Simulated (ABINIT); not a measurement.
# HfC (Fm-3m) in ABINIT: settings compared

One crystal, HfC, is run at these levels: r2SCAN, LDA; tasks: single point.

Program: ABINIT 10.8.3 (patched build). These are calculated values, not measurements. Logs are shortened: lines on timing, memory, paths and dates and some standing lists are left out, and cuts for length are marked. The log counts tension as positive stress, the text compression.

**1. The structure**

It takes space group Fm-3m (No. 225, cubic). Conventional cell: a = 4.650 Å, b = 4.650 Å, c = 4.650 Å, α = 90.00°, β = 90.00°, γ = 90.00°. Hf (site symmetry m-3m) is surrounded by 6 C at 2.33 Å. C (site symmetry m-3m) has 6 Hf at 2.33 Å as nearest neighbours.

**2. Single point, r2SCAN**

File run.abi:

```
# Pseudopotentials
pp_dirpath "./"
pseudos "Hf.GGA_PBE-JTH.xml, C.GGA_PBE-JTH.xml"

# Structure
acell 6.2135074315 6.2135074315 6.2135074315
rprim
     0.0000000000     0.7071067812     0.7071067812
     0.7071067812     0.0000000000     0.7071067812
     0.7071067812     0.7071067812     0.0000000000
ntypat 2
znucl 72 6
natom 2
typat 1 2
xred
     0.5000000000     0.5000000000     0.5000000000
     0.0000000000     0.0000000000     0.0000000000

# Plane-wave basis
ecut 24.0
pawecutdg 46.0

# k points
kptopt 1
ngkpt 8 8 8
nshiftk 1
shiftk 0.0 0.0 0.0

# Exchange and correlation
ixc -497498
usekden 1
pawxcdev 0

# Bands and occupations
nband 12
occopt 3
tsmear 0.00183747

# SCF cycle
nstep 100
tolvrs 1.0e-7

# Output
iomode 3
prtwf 0
prtden 0
prteig 0
prtebands 0
```

Potentials or basis: JTH PAW PBE v2.0.

The run is started by

```sh
$ abinit run.abi > log 2>&1
```

run.abo:

```text
.Version 10.8.3 of ABINIT
 Symmetries : space group Fm -3 m (#225); Bravais cF (face-center cubic)
================================================================================
 Values of the parameters that define the memory need of the present run
     intxc =       0    ionmov =       0      iscf =      17    lmnmax =      18
     lnmax =       6     mgfft =      30  mpssoang =       3    mqgrid =    3001
     natom =       2  nloc_mem =       2    nspden =       1   nspinor =       1
    nsppol =       1      nsym =      48    n1xccc =       1    ntypat =       2
    occopt =       3   xclevel =       2
       mpw =         961          nfft =       27000          nkpt =          29
 PAW method is used; the additional fine FFT grid is defined by:
   mgfftf=        40    nfftf =     64000
================================================================================
================================================================================

--------------------------------------------------------------------------------
------------- Echo of variables that govern the present computation ------------
--------------------------------------------------------------------------------
 -outvars: echo values of preprocessed input variables --------
            acell      6.2135074315E+00  6.2135074315E+00  6.2135074315E+00 Bohr
              amu      1.78490000E+02  1.20110000E+01
             ecut      2.40000000E+01 Hartree
              ixc     -497498
         kptrlatt        8    0    0      0    8    0      0    0    8
          kptrlen      4.97080595E+01
            natom           2
            nband          12
            ngfft          30      30      30
          ngfftdg          40      40      40
             nkpt          29
            nstep         100
             nsym          48
           ntypat           2
           occopt           3
        pawecutdg      4.60000000E+01 Hartree
         pawxcdev           0
           prtden           0
        prtebands           0
           prteig           0
          prtkden           1
            prtwf           0
            rprim      0.0000000000E+00  7.0710678120E-01  7.0710678120E-01
                       7.0710678120E-01  0.0000000000E+00  7.0710678120E-01
                       7.0710678120E-01  7.0710678120E-01  0.0000000000E+00
          spgroup         225
           tolvrs      1.00000000E-07
           tsmear      1.83747000E-03 Hartree
            typat      1  2
          usekden           1
           useylm           1
           xangst      2.3249999985E+00  2.3249999985E+00  2.3249999985E+00
                       0.0000000000E+00  0.0000000000E+00  0.0000000000E+00
            xcart      4.3936132399E+00  4.3936132399E+00  4.3936132399E+00
                       0.0000000000E+00  0.0000000000E+00  0.0000000000E+00
             xred      5.0000000000E-01  5.0000000000E-01  5.0000000000E-01
                       0.0000000000E+00  0.0000000000E+00  0.0000000000E+00
            znucl       72.00000    6.00000

================================================================================

 chkinp: Checking input parameters for consistency.

================================================================================
== DATASET  1 ==================================================================

--- !DatasetInfo
iteration_state: {dtset: 1, }
dimensions: {natom: 2, nkpt: 29, mband: 12, nsppol: 1, nspinor: 1, nspden: 1, mpw: 961, }
cutoff_energies: {ecut:  24.0, pawecutdg:  46.0, }
electrons: {nelect:   1.60000000E+01, charge:   0.00000000E+00, occopt:   3.00000000E+00, tsmear:   1.83747000E-03, }
meta: {optdriver: 0, ionmov: 0, optcell: 0, iscf: 17, paral_kgb: 0, }
...

 Real(R)+Recip(G) space primitive vectors, cartesian coordinates (Bohr,Bohr^-1):
 R(1)=  0.0000000  4.3936132  4.3936132  G(1)= -0.1138016  0.1138016  0.1138016
 R(2)=  4.3936132  0.0000000  4.3936132  G(2)=  0.1138016 -0.1138016  0.1138016
 R(3)=  4.3936132  4.3936132  0.0000000  G(3)=  0.1138016  0.1138016 -0.1138016
 Unit cell volume ucvol=  1.6962719E+02 bohr^3
 Angles (23,13,12)=  6.00000000E+01  6.00000000E+01  6.00000000E+01 degrees

 Coarse grid specifications (used for wave-functions):

 getcut: wavevector=  0.0000  0.0000  0.0000  ngfft=  30  30  30
         ecut(hartree)=     24.000   => boxcut(ratio)=   2.19177

 Fine grid specifications (used for densities):

 getcut: wavevector=  0.0000  0.0000  0.0000  ngfft=  40  40  40
         ecut(hartree)=     46.000   => boxcut(ratio)=   2.10853
[... 45 lines left out ...]

--------------------------------------------------------------------------------
 Total kinetic energy density [Ha/Bohr^3]
)     Maximum=    7.5700E-01  at reduced coord.    0.0000    0.0000    0.0000
)     Minimum=    6.5770E-03  at reduced coord.    0.2500    0.2500    0.2500
   Integrated=    8.5813E+00
--------------------------------------------------------------------------------

 Cartesian components of stress tensor (hartree/bohr^3)
  sigma(1 1)=  9.89404576E-06  sigma(3 2)=  0.00000000E+00
  sigma(2 2)=  9.89404576E-06  sigma(3 1)=  0.00000000E+00
  sigma(3 3)=  9.89404576E-06  sigma(2 1)=  0.00000000E+00

--- !ResultsGS
iteration_state: {dtset: 1, }
comment   : Summary of ground state results
lattice_vectors:
- [  0.0000000,   4.3936132,   4.3936132, ]
- [  4.3936132,   0.0000000,   4.3936132, ]
- [  4.3936132,   4.3936132,   0.0000000, ]
lattice_lengths: [   6.21351,    6.21351,    6.21351, ]
lattice_angles: [ 60.000,  60.000,  60.000, ] # degrees, (23, 13, 12)
lattice_volume:   1.6962719E+02
convergence: {deltae: -3.308E-09, res2:  1.409E-08, residm:  1.487E-04, diffor: null, }
etotal    :  -1.49474384E+01
entropy   :   0.00000000E+00
fermie    :   3.93932242E-03
cartesian_stress_tensor: # hartree/bohr^3
- [  9.89404576E-06,   0.00000000E+00,   0.00000000E+00, ]
- [  0.00000000E+00,   9.89404576E-06,   0.00000000E+00, ]
- [  0.00000000E+00,   0.00000000E+00,   9.89404576E-06, ]
pressure_GPa:  -2.9109E-01
xred      :
- [  5.0000E-01,   5.0000E-01,   5.0000E-01, Hf]
- [  0.0000E+00,   0.0000E+00,   0.0000E+00,  C]
cartesian_forces: # hartree/bohr
- [ -0.00000000E+00,  -0.00000000E+00,  -0.00000000E+00, ]
- [ -0.00000000E+00,  -0.00000000E+00,  -0.00000000E+00, ]
force_length_stats: {min:   0.00000000E+00, max:   0.00000000E+00, mean:   0.00000000E+00, }
...

 Integrated electronic density in atomic spheres:
 ------------------------------------------------
 Atom  Sphere_radius  Integrated_density
    1        2.41119          9.54554618
    2        1.50737          2.42875675

================================================================================

 ----iterations are completed or convergence reached----

 Mean square residual over all n,k,spin=   70.098E-08; max=  14.866E-05
 reduced coordinates (array xred) for    2 atoms
       0.500000000000      0.500000000000      0.500000000000
       0.000000000000      0.000000000000      0.000000000000
 rms dE/dt=  0.0000E+00; max dE/dt=  0.0000E+00; dE/dt below (all hartree)
    1       0.000000000000      0.000000000000      0.000000000000
    2       0.000000000000      0.000000000000      0.000000000000

 cartesian coordinates (angstrom) at end:
    1      2.32499999847314     2.32499999847314     2.32499999847314
    2      0.00000000000000     0.00000000000000     0.00000000000000

 cartesian forces (hartree/bohr) at end:
    1     -0.00000000000000    -0.00000000000000    -0.00000000000000
    2     -0.00000000000000    -0.00000000000000    -0.00000000000000
 frms,max,avg= 0.0000000E+00 0.0000000E+00   0.000E+00  0.000E+00  0.000E+00 h/b

 cartesian forces (eV/Angstrom) at end:
    1     -0.00000000000000    -0.00000000000000    -0.00000000000000
    2     -0.00000000000000    -0.00000000000000    -0.00000000000000
 frms,max,avg= 0.0000000E+00 0.0000000E+00   0.000E+00  0.000E+00  0.000E+00 e/A
 length scales=  6.213507431500  6.213507431500  6.213507431500 bohr
              =  3.288046530296  3.288046530296  3.288046530296 angstroms
 Fermi (or HOMO) energy (hartree) =   0.00394   Average Vxc (hartree)=  -0.47776
 Eigenvalues (hartree) for nkpt=  29  k points:
 kpt#   1, nband= 12, wtk=  0.00195, kpt=  0.0000  0.0000  0.0000 (reduced coord)
  -2.30753   -1.12173   -1.12173   -1.12173   -0.46998    0.04446    0.04446    0.04446
   0.06729    0.06729    0.06729    0.13724
      occupation numbers for kpt#   1
   2.00000    2.00000    2.00000    2.00000    2.00000    0.00000    0.00000    0.00000
   0.00000    0.00000    0.00000    0.00000
 prteigrs : prtvol=0 or 1, do not print more k-points.

--- !EnergyTerms
iteration_state     : {dtset: 1, }
comment             : Components of total free energy in Hartree
kinetic             :  8.58130107442941E+00
hartree             :  5.83469078830922E+00
xc                  : -1.05237832421818E+01
Ewald energy        : -4.76937911376180E+01
psp_core            :  9.16861990394602E+00
local_psp           : -1.28773279073798E+00
PAW spherical_terms :  2.09732628537151E+01
internal            : -1.49474325501380E+01
'-kT*entropy'       : -6.82749901908116E-05
total_energy        : -1.49475008251282E+01
total_energy_eV     : -4.06742218364684E+02
...

--- !EnergyTermsDC
iteration_state     : {dtset: 1, }
comment             : '"Double-counting" decomposition of free energy'
band_energy         : -1.27476833132731E+01
Ewald energy        : -4.76937911376180E+01
psp_core            :  9.16861990394602E+00
xc_dc               : -1.00469719551148E+01
PAW spherical_terms :  4.63724563790388E+01
internal            : -1.49473701230211E+01
'-kT*entropy'       : -6.82749901908116E-05
total_energy_dc     : -1.49474383980113E+01
total_energy_dc_eV  : -4.06740519636293E+02
...

--- !EnergyTermsWithPAWCore
iteration_state     : {dtset: 1, }
comment             : 'Components of total free energy, including PAW core contributions'
Total energy        : -1.51171487918502E+04
Total energy DC     : -1.51171487294231E+04
Total energy (eV)   : -4.11358574713001E+05
Total energy DC (eV): -4.11358573014273E+05
...

 Cartesian components of stress tensor (hartree/bohr^3)
  sigma(1 1)=  9.89404576E-06  sigma(3 2)=  0.00000000E+00
  sigma(2 2)=  9.89404576E-06  sigma(3 1)=  0.00000000E+00
  sigma(3 3)=  9.89404576E-06  sigma(2 1)=  0.00000000E+00

-Cartesian components of stress tensor (GPa)         [Pressure= -2.9109E-01 GPa]
- sigma(1 1)=  2.91092876E-01  sigma(3 2)=  0.00000000E+00
- sigma(2 2)=  2.91092876E-01  sigma(3 1)=  0.00000000E+00
- sigma(3 3)=  2.91092876E-01  sigma(2 1)=  0.00000000E+00

== END DATASET(S) ==============================================================
================================================================================

 -outvars: echo values of variables after computation  --------
            acell      6.2135074315E+00  6.2135074315E+00  6.2135074315E+00 Bohr
           etotal     -1.4947438398E+01
            fcart     -0.0000000000E+00 -0.0000000000E+00 -0.0000000000E+00
                      -0.0000000000E+00 -0.0000000000E+00 -0.0000000000E+00
            rprim      0.0000000000E+00  7.0710678120E-01  7.0710678120E-01
                       7.0710678120E-01  0.0000000000E+00  7.0710678120E-01
                       7.0710678120E-01  7.0710678120E-01  0.0000000000E+00
           strten      9.8940457582E-06  9.8940457582E-06  9.8940457583E-06
                       0.0000000000E+00  0.0000000000E+00  0.0000000000E+00
           xangst      2.3249999985E+00  2.3249999985E+00  2.3249999985E+00
                       0.0000000000E+00  0.0000000000E+00  0.0000000000E+00
             xred      5.0000000000E-01  5.0000000000E-01  5.0000000000E-01
                       0.0000000000E+00  0.0000000000E+00  0.0000000000E+00
 Calculation completed.
```

It took 32 s on 1 thread of INTEL XEON PLATINUM 8581C at 2.30GHz (Emerald Rapids), shared host; peak memory 0.13 GiB.

Results:

| Property | Result |
| --- | --- |
| Free energy | -406.7405 eV |
| Pressure | -0.3 GPa |
| Band gap on the k mesh | none (metal or under the smearing width) |
| Valence electrons inside the program's atomic spheres | Hf 9.55; C 2.43 |

Levels at points of the mesh, in eV from the Fermi level:
```csv
k point,band 6,band 7,band 8,band 9,band 10,band 11
"(0.00, 0.00, 0.00)",1.10,1.10,1.10,1.72,1.72,1.72
"(0.50, 0.00, 0.00)",-6.20,-3.05,-3.05,5.74,5.74,6.28
"(0.50, 0.50, 0.00)",-2.68,-1.53,-0.07,-0.07,5.55,7.16
```

Caveat: totals of a meta-GGA on PAW files have another zero than those of a GGA; the PAW data sets were made with another functional, which shifts forces and pressure a little.

**3. Single point, LDA**

File run.abi:

```
pp_dirpath "./"
pseudos "Hf.LDA_PW-JTH.xml, C.LDA_PW-JTH.xml"

acell 6.2135074315 6.2135074315 6.2135074315
rprim
     0.0000000000     0.7071067812     0.7071067812
     0.7071067812     0.0000000000     0.7071067812
     0.7071067812     0.7071067812     0.0000000000
ntypat 2
znucl 72 6
natom 2
typat 1 2
xred
     0.5000000000     0.5000000000     0.5000000000
     0.0000000000     0.0000000000     0.0000000000

ecut 20.0
pawecutdg 40.0

kptopt 1
ngkpt 8 8 8
nshiftk 1
shiftk 0.0 0.0 0.0

ixc 7

nband 12
occopt 3
tsmear 0.05 eV

nstep 100
tolvrs 1.0e-9

iomode 3
prtwf 0
prtden 0
prteig 0
prtebands 0
enunit 2
```

Potentials or basis: JTH PAW LDA v2.0.

The run is started by

```sh
$ abinit run.abi > log 2>&1
```

It took 5.6 s on 1 thread of INTEL XEON PLATINUM 8581C at 2.30GHz (Emerald Rapids), shared host; peak memory 0.11 GiB.

It converged, with:

```yaml
Free_energy: -1527.0586 eV
Pressure: -12.3 GPa
Band_gap_on_the_k_mesh: none (metal or under the smearing width)
Valence_electrons_inside_the_program's_atomic_spheres: Hf 9.62; C 2.42
```

Levels at points of the mesh, in eV from the Fermi level:
| k point | band 4 | band 5 | band 6 | band 7 | band 8 | band 9 | band 10 | band 11 | band 12 |
| --- | --- | --- | --- | --- | --- | --- | --- | --- | --- |
| (0.00, 0.00, 0.00) | -29.44 | -12.10 | 1.10 | 1.10 | 1.10 | 1.38 | 1.38 | 1.38 | 3.40 |
| (0.50, 0.00, 0.00) | -29.51 | -8.27 | -6.08 | -2.92 | -2.92 | 5.29 | 5.29 | 5.76 | 6.70 |
| (0.50, 0.50, 0.00) | -29.68 | -10.17 | -2.46 | -1.76 | 0.00 | 0.00 | 5.32 | 6.70 | 6.70 |

Spin-orbit coupling is left out, which matters for the levels of Hf.
